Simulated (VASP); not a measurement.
# KBr (Fm-3m) in VASP: a series of runs

Runs on KBr. Level: PBEsol. Tasks: relaxation of cell and atoms.

Everything below comes from runs of VASP 6.6.1. Logs are shortened: lines on timing, memory, paths and dates and some standing lists are left out, and cuts for length are marked.

## 1. The structure

Symmetry: Fm-3m, No. 225, cubic system. Conventional cell: a = 6.600 Å, b = 6.600 Å, c = 6.600 Å, α = 90.00°, β = 90.00°, γ = 90.00°. Around K (site symmetry m-3m) lie 6 Br at 3.30 Å. Around Br (site symmetry m-3m) lie 6 K at 3.30 Å.

## 2. Relaxation of cell and atoms, PBEsol

INCAR

```
PREC = Accurate
ENCUT = 600
EDIFF = 1E-6
ISMEAR = 0
SIGMA = 0.03
LREAL = False
LASPH = True
NELM = 80
ALGO = Normal
ISIF = 3
LWAVE = False
LCHARG = False
GGA = PS
IBRION = 2
NSW = 90
EDIFFG = -0.01
```

KPOINTS

```
Automatic mesh
0
Gamma
  8 8 8
```

POSCAR

```
KBr
1.0
    0.0000000000      3.3000000000      3.3000000000
    3.3000000000      0.0000000000      3.3000000000
    3.3000000000      3.3000000000      0.0000000000
K Br
1 1
Direct
    0.0000000000      0.0000000000      0.0000000000
    0.5000000000      0.5000000000      0.5000000000
```

Potentials or basis: VASP PAW PBE potentials, release 64 (K_sv, Br).

Run with:

```bash
$ cat potpaw_PBE.64/K_sv/POTCAR potpaw_PBE.64/Br/POTCAR > POTCAR
$ mpirun -np 1 vasp_std > vasp.out
```

OUTCAR:

```text
PREC = Accurate
   ENCUT = 600
   EDIFF = 1E-6
   ISMEAR = 0
   LREAL = False
   LASPH = True
   NELM = 80
   ISIF = 3
   GGA = PS
   IBRION = 2
   NSW = 90
   EDIFFG = -0.01

 ion  position               nearest neighbor table
   1  0.000  0.000  0.000-   2 3.30   2 3.30   2 3.30   2 3.30   2 3.30   2 3.30
   2  0.500  0.500  0.500-   1 3.30   1 3.30   1 3.30   1 3.30   1 3.30   1 3.30

  LATTYP: Found a face centered cubic cell.
 ALAT       =     6.6000000000

  Lattice vectors:

 A1 = (   0.0000000000,   3.3000000000,   3.3000000000)
 A2 = (   3.3000000000,   0.0000000000,   3.3000000000)
 A3 = (   3.3000000000,   3.3000000000,   0.0000000000)

Analysis of symmetry for initial positions (statically):
=====================================================================
 Subroutine PRICEL returns:
 Original cell was already a primitive cell.

 Routine SETGRP: Setting up the symmetry group for a
 face centered cubic supercell.

 Subroutine GETGRP returns: Found 48 space group operations
 (whereof 48 operations were pure point group operations)
 out of a pool of 48 trial point group operations.

The static configuration has the point symmetry O_h .

Analysis of symmetry for dynamics (positions and initial velocities):
=====================================================================
 Subroutine PRICEL returns:
 Original cell was already a primitive cell.

 Routine SETGRP: Setting up the symmetry group for a
 face centered cubic supercell.

 Subroutine GETGRP returns: Found 48 space group operations
 (whereof 48 operations were pure point group operations)
 out of a pool of 48 trial point group operations.

The dynamic configuration has the point symmetry O_h .

 Subroutine INISYM returns: Found 48 space group operations
 (whereof 48 operations are pure point group operations),
 and found     1 'primitive' translations

----------------------------------------------------------------------------------------

                                     Primitive cell

  volume of cell :      71.8740

  direct lattice vectors                    reciprocal lattice vectors
     0.000000000  3.300000000  3.300000000    -0.151515152  0.151515152  0.151515152
     3.300000000  0.000000000  3.300000000     0.151515152 -0.151515152  0.151515152
     3.300000000  3.300000000  0.000000000     0.151515152  0.151515152 -0.151515152

  length of vectors
     4.666904756  4.666904756  4.666904756     0.262431941  0.262431941  0.262431941

  position of ions in fractional coordinates (direct lattice)
     0.000000000  0.000000000  0.000000000
     0.500000000  0.500000000  0.500000000

  ion indices of the primitive-cell ions
   primitive index   ion index
                 1           1
                 2           2

----------------------------------------------------------------------------------------

 KPOINTS: Automatic mesh

Automatic generation of k-mesh.
 Grid dimensions read from file:
 generate k-points for:    8    8    8

 Generating k-lattice:

  Cartesian coordinates                     Fractional coordinates (reciprocal lattice)
    -0.018939394  0.018939394  0.018939394     0.125000000  0.000000000  0.000000000
     0.018939394 -0.018939394  0.018939394     0.000000000  0.125000000  0.000000000
     0.018939394  0.018939394 -0.018939394     0.000000000  0.000000000  0.125000000

  Length of vectors
     0.032803993  0.032803993  0.032803993

  Shift w.r.t. Gamma in fractional coordinates (k-lattice)
     0.000000000  0.000000000  0.000000000

 Subroutine IBZKPT returns following result:
 ===========================================

 Found     29 irreducible k-points:

 Following reciprocal coordinates:
            Coordinates               Weight
  0.000000  0.000000  0.000000      1.000000
  0.125000  0.000000  0.000000      8.000000
  0.250000  0.000000  0.000000      8.000000
  0.375000  0.000000  0.000000      8.000000
  0.500000  0.000000  0.000000      4.000000
  0.125000  0.125000  0.000000      6.000000
[... 16 lines left out ...]
  0.500000  0.250000  0.125000     48.000000
 -0.375000  0.250000  0.125000     24.000000
 [... further k-points ...]
   k-points           NKPTS =     29   k-points in BZ     NKDIM =     29   number of bands    NBANDS=     12
   number of dos      NEDOS =    301   number of ions     NIONS =      2
   total plane-waves  NPLWV =  64000
   dimension x,y,z NGX =    40 NGY =   40 NGZ =   40
   dimension x,y,z NGXF=    80 NGYF=   80 NGZF=   80
   ions per type =               1   1
   NGX,Y,Z   is equivalent  to a cutoff of  14.25, 14.25, 14.25 a.u.
   NGXF,Y,Z  is equivalent  to a cutoff of  28.50, 28.50, 28.50 a.u.
 SYSTEM =  unknown system
   PREC   = accura    normal or accurate (medium, high low for compatibility)
   ISTART =      0    job   : 0-new  1-cont  2-samecut
   ICHARG =      2    charge: 1-file 2-atom 10-const
   ISPIN  =      1    spin polarized calculation?
   LNONCOLLINEAR =      F non collinear calculations
   LSORBIT =      F    spin-orbit coupling
   LASPH  =      T    aspherical Exc in radial PAW
   ENCUT  =  600.0 eV  44.10 Ry    6.64 a.u.   9.32  9.32  9.32*2*pi/ulx,y,z
   NELM   =     80;   NELMIN=  2; NELMDL= -5     # of ELM steps
   EDIFF  = 0.1E-05   stopping-criterion for ELM
   LREAL  =      F    real-space projection
   EDIFFG = -.1E-01   stopping-criterion for IOM
   NSW    =     90    number of steps for IOM
   IBRION =      2    ionic relax: 0-MD 1-quasi-New 2-CG
   NFREE  =      1    steps in history (QN), initial steepest desc. (CG)
   ISIF   =      3    stress and relaxation
   ISYM   =      2    0-nonsym 1-usesym 2-fastsym
   POTIM  = 0.5000    time-step for ionic-motion
   TEBEG  =    0.0;   TEEND  =   0.0 temperature during run
   PSTRESS=    0.0 pullay stress
   NELECT =      16.0000    total number of electrons
   NUPDOWN=      -1.0000    fix difference up-down
   EMIN   =  10.00;   EMAX   =-10.00  energy-range for DOS
   EFERMI =   0.00;   METHOD = LEGACY
   ISMEAR =     0;   SIGMA  =   0.03  broadening in eV -4-tet -1-fermi 0-gaus
   EFERMI_NEDOS =   21; number of points for ismear=-14 and -15
   IALGO  =     38    algorithm
   IMIX   =      4    mixing-type and parameters
     AMIX     =   0.40;   BMIX     =  1.00
     AMIX_MAG =   1.60;   BMIX_MAG =  1.00
  volume/ion in A,a.u.               =      35.94       242.51
  Fermi-wavevector in a.u.,A,eV,Ry     =   0.992181  1.874950 13.393889  0.984423
  Thomas-Fermi vector in A             =   2.123975
   LORBIT       =      0    0 simple, 1 ext, 2 COOP (PROOUT), +10 PAW based schemes
   GGA     = PS    functional components
   LHFCALC =     F    Hartree Fock is set to
   AEXX    =    0.0000 exact exchange contribution
   IVDW    =     0    specifies the selected vdW correction
   LEPSILON=     F    determine dielectric tensor
   LRPA    =     F    only Hartree local field effects (RPA)
 conjugate gradient relaxation of ions
 non-spin polarized calculation
 Gauss-broadening in eV      SIGMA  =   0.03
  energy-cutoff  :      600.00
  volume of cell :       71.87
 maximum number of plane-waves:      2421
 NGX is ok and might be reduce to    40
   NGX = 19   NGY = 19   NGZ = 19

--------------------------------------- Ionic step        1  -------------------------------------------

 number of electron      16.0000000 magnetization

 Free energy of the ion-electron system (eV)
  ---------------------------------------------------
  ext. energy  EPLUGINS =         0.00000000
  ---------------------------------------------------
  free energy    TOTEN  =        -6.45886128 eV

  energy without entropy =       -6.45886128  energy(sigma->0) =       -6.45886128

------------------------ aborting loop because EDIFF is reached ----------------------------------------

  FORCE on cell =-STRESS in cart. coord.  units (eV):
  Direction    XX          YY          ZZ          XY          YZ          ZX
  --------------------------------------------------------------------------------------
  -------------------------------------------------------------------------------------
  Total       -0.1225965     -0.1225965     -0.1225965      0.0000000      0.0000000     -0.0000000
  in kB       -2.7328564     -2.7328564     -2.7328564      0.0000000      0.0000000     -0.0000000
  external PRESSURE =      -2.7328564 kB  Pullay stress =       0.0000000 kB
[... 129 lines left out ...]
  energy  without entropy=       -6.4598004190  energy(sigma->0) =       -6.45980042

--------------------------------------- Ionic step        5  -------------------------------------------

 number of electron      16.0000001 magnetization

 Free energy of the ion-electron system (eV)
  ---------------------------------------------------
  ext. energy  EPLUGINS =         0.00000000
  ---------------------------------------------------
  free energy    TOTEN  =        -6.46003961 eV

  energy without entropy =       -6.46003961  energy(sigma->0) =       -6.46003961

 E-fermi :  -1.6002     XC(G=0):  -7.6230

 val. band max:       -1.7537207802   @ k =   0.0000   0.0000   0.0000
 cond. band min:       2.5695813454   @ k =   0.0000   0.0000   0.0000
 fundamental gap:      4.3233021257
 Fermi energy:        -1.6001653171

 k-point     1 :       0.0000    0.0000    0.0000
  band No.  band energies     occupation
      1     -29.3268      2.00000
      2     -14.0836      2.00000
      3     -12.8716      2.00000
      4     -12.8716      2.00000
      5     -12.8716      2.00000
      6      -1.7537      2.00000
      7      -1.7537      2.00000
      8      -1.7537      2.00000
      9       2.5696      0.00000
     10       5.7750      0.00000
     11       5.7750      0.00000
     12       5.7750      0.00000
[... 331 lines left out ...]
 k-point    24 :      -0.3750    0.2500    0.1250
  band No.  band energies     occupation
      1     -29.3193      2.00000
      2     -14.1676      2.00000
      3     -12.9104      2.00000
      4     -12.8940      2.00000
      5     -12.7138      2.00000
      6      -2.7706      2.00000
      7      -2.2469      2.00000
      8      -2.1345      2.00000
      9       5.1554      0.00000
     10       5.9711      0.00000
     11       7.1213      0.00000
     12       7.5550      0.00000

 [... further k-points ...]

------------------------ aborting loop because EDIFF is reached ----------------------------------------

  FORCE on cell =-STRESS in cart. coord.  units (eV):
  Direction    XX          YY          ZZ          XY          YZ          ZX
  --------------------------------------------------------------------------------------
  -------------------------------------------------------------------------------------
  Total       -0.0075129     -0.0075129     -0.0075129      0.0000000      0.0000000     -0.0000000
  in kB       -0.1705718     -0.1705718     -0.1705718      0.0000000      0.0000000     -0.0000000
  external PRESSURE =      -0.1705718 kB  Pullay stress =       0.0000000 kB
[... 17 lines left out ...]
  FREE ENERGIE OF THE ION-ELECTRON SYSTEM (eV)
  ---------------------------------------------------
  free  energy   TOTEN  =        -6.4600396113 eV

  energy  without entropy=       -6.4600396113  energy(sigma->0) =       -6.46003961

 reached required accuracy - stopping structural energy minimisation
```

Wall time 69 s (1 thread of Intel Xeon Platinum 8488C (Sapphire Rapids), shared host); peak memory 0.25 GiB.

What came out:

```
Free energy                            : -6.4600 eV
Relaxed volume                         : 35.28 Å³/atom
Relaxed cell                           : a = 4.638 Å, b = 4.638 Å, c = 4.638 Å, α = 60.00°, β = 60.00°, γ = 60.00°
Space group after relaxing (to 0.05 Å) : Fm-3m (No. 225)
Energy gained by relaxing              : 0.6 meV/atom
Ionic steps                            : 5
Pressure after relaxing                : 0.0 GPa
Band gap on the k mesh                 : 4.32 eV, direct
```

The path:
| step | energy change (eV) | largest force (eV/Å) | pressure (GPa) | volume (Å³) |
| --- | --- | --- | --- | --- |
| 1 | 0.0000 | 0.0000 | -0.27 | 71.87 |
| 2 | -0.0008 | 0.0000 | -0.14 | 71.24 |
| 3 | -0.0011 | 0.0000 | -0.05 | 70.81 |
| 4 | -0.0009 | 0.0000 | 0.14 | 69.95 |
| 5 | -0.0012 | 0.0000 | -0.02 | 70.57 |

Final structure:
```yaml
crystal:
  lattice:
    - [0.00000, 3.27989, 3.27989]
    - [3.27989, 0.00000, 3.27989]
    - [3.27989, 3.27989, 0.00000]
  atoms:
    - { symbol: K, position: [0.00000, 0.00000, 0.00000] }
    - { symbol: Br, position: [0.50000, 0.50000, 0.50000] }
```

Levels at points of the mesh, in eV from the valence-band top:
```
           k point  band 5  band 6  band 7  band 8  band 9  band 10  band 11  band 12
(0.00, 0.00, 0.00)  -11.12    0.00    0.00    0.00    4.32     7.53     7.53     7.53
(0.50, 0.00, 0.00)  -10.88   -1.25   -0.36   -0.36    6.47     8.19     9.77     9.77
(0.50, 0.50, 0.00)  -11.16   -0.85   -0.30   -0.30    5.72     7.15     9.36     9.45
```

Caveat: the PAW data sets were made with another functional, which shifts forces and pressure a little. A k mesh can miss the band edges.

## 3. Relaxation of cell and atoms, PBEsol

This run uses another cell than the first one, of 35.28 Å³/atom, 0.982 times its volume.

Edit INCAR of step 2 so:

```diff
@@ -2,3 +2,3 @@
 ENCUT = 600
-EDIFF = 1E-6
+EDIFF = 1E-7
 ISMEAR = 0
@@ -15,2 +15,2 @@
 NSW = 90
-EDIFFG = -0.01
+EDIFFG = -0.005
```

KPOINTS is that of step 2.

POSCAR

```
KBr                                     
1.0
    0.0000000000      3.2798924877      3.2798924877
    3.2798924877      0.0000000000      3.2798924877
    3.2798924877      3.2798924877     -0.0000000000
  K               Br            
     1     1
Direct
     0.0000000000000000    0.0000000000000000    0.0000000000000000
     0.5000000000000000    0.5000000000000000    0.5000000000000000
```

Potentials or basis: VASP PAW PBE potentials, release 64 (K_sv, Br).

Run with:

```bash
$ cat potpaw_PBE.64/K_sv/POTCAR potpaw_PBE.64/Br/POTCAR > POTCAR
$ mpirun -np 1 vasp_std > vasp.out
```

Wall time 22 s (1 thread of Intel Xeon Platinum 8488C (Sapphire Rapids), shared host); peak memory 0.24 GiB.

It converged, with:

* Free energy: -6.4600 eV
* Pressure after relaxing: 0.0 GPa
* Band gap on the k mesh: 4.32 eV, direct

Final structure:
```xyz
2
Lattice="0.0000 3.2799 3.2799 3.2799 0.0000 3.2799 3.2799 3.2799 0.0000" Properties=species:S:1:pos:R:3 pbc="T T T"
K     0.0000    0.0000    0.0000
Br    3.2799    3.2799    3.2799
```

Levels at points of the mesh, in eV from the valence-band top:
| k point | band 5 | band 6 | band 7 | band 8 | band 9 | band 10 | band 11 | band 12 |
| --- | --- | --- | --- | --- | --- | --- | --- | --- |
| (0.00, 0.00, 0.00) | -11.12 | 0.00 | 0.00 | 0.00 | 4.32 | 7.53 | 7.53 | 7.53 |
| (0.50, 0.00, 0.00) | -10.88 | -1.25 | -0.36 | -0.36 | 6.47 | 8.19 | 9.77 | 9.77 |
| (0.50, 0.50, 0.00) | -11.16 | -0.85 | -0.30 | -0.30 | 5.72 | 7.16 | 9.36 | 9.45 |

Caveat: the relaxation stopped at its first step, so nothing moved; the PAW data sets were made with another functional, which shifts forces and pressure a little. A hybrid or GW would open this gap; PBEsol tends to underestimate it.

## 4. Relaxation of cell and atoms, PBEsol

INCAR

```
  ALGO = Normal
  EDIFF = 1E-6
  EDIFFG = -0.01
  ENCUT = 600
  GGA = PS
  IBRION = 2
  ISIF = 3
  ISMEAR = 0
  LASPH = T
  LCHARG = F
  LREAL = F
  LWAVE = F
  NELM = 80
  NSW = 90
  PREC = Accurate
  SIGMA = 0.03
```

KPOINTS

```
k-points
0
Gamma
  8 8 8
```

POSCAR

```
KBr
1.0
    0.0000000000      3.3000000000      3.3000000000
    3.3000000000      0.0000000000      3.3000000000
    3.3000000000      3.3000000000      0.0000000000
K Br
1 1
Direct
    0.0000000000      0.0000000000      0.0000000000
    0.5000000000      0.5000000000      0.5000000000
```

Run with:

```bash
$ cat potpaw_PBE.64/K_sv/POTCAR potpaw_PBE.64/Br/POTCAR > POTCAR
$ mpirun -np 1 vasp_std > vasp.out
```

Run time: 72 s. Hardware: 1 thread of AMD EPYC 9R45 (Zen 5), shared host; peak memory 0.22 GiB.

It converged, with:

```yaml
Free_energy: -6.4600 eV
Relaxed_volume: 35.28 Å³/atom
Relaxed_cell: a = 4.638 Å, b = 4.638 Å, c = 4.638 Å, α = 60.00°, β = 60.00°, γ = 60.00°
Space_group_after_relaxing_to_0.05_Å: Fm-3m (No. 225)
Energy_gained_by_relaxing: 0.6 meV/atom
Ionic_steps: 5
Pressure_after_relaxing: 0.0 GPa
Band_gap_on_the_k_mesh: 4.32 eV, direct
```

Step by step:
| step | energy change (eV) | largest force (eV/Å) | pressure (GPa) | volume (Å³) |
| --- | --- | --- | --- | --- |
| 1 | 0.0000 | 0.0000 | -0.27 | 71.87 |
| 2 | -0.0008 | 0.0000 | -0.14 | 71.24 |
| 3 | -0.0011 | 0.0000 | -0.05 | 70.81 |
| 4 | -0.0009 | 0.0000 | 0.14 | 69.95 |
| 5 | -0.0012 | 0.0000 | -0.02 | 70.57 |

Final structure:
```yaml
crystal:
  lattice:
    - [0.00000, 3.27989, 3.27989]
    - [3.27989, 0.00000, 3.27989]
    - [3.27989, 3.27989, 0.00000]
  atoms:
    - { symbol: K, position: [0.00000, 0.00000, 0.00000] }
    - { symbol: Br, position: [0.50000, 0.50000, 0.50000] }
```

Levels at points of the mesh, in eV from the valence-band top:
| k point | band 6 | band 7 | band 8 | band 9 | band 10 | band 11 |
| --- | --- | --- | --- | --- | --- | --- |
| (0.00, 0.00, 0.00) | 0.00 | 0.00 | 0.00 | 4.32 | 7.53 | 7.53 |
| (0.50, 0.00, 0.00) | -1.25 | -0.36 | -0.36 | 6.47 | 8.19 | 9.77 |
| (0.50, 0.50, 0.00) | -0.85 | -0.30 | -0.30 | 5.72 | 7.15 | 9.36 |

Caveat: the PAW data sets were made with another functional, which shifts forces and pressure a little. As with any semilocal functional, this PBEsol gap is likely too small.
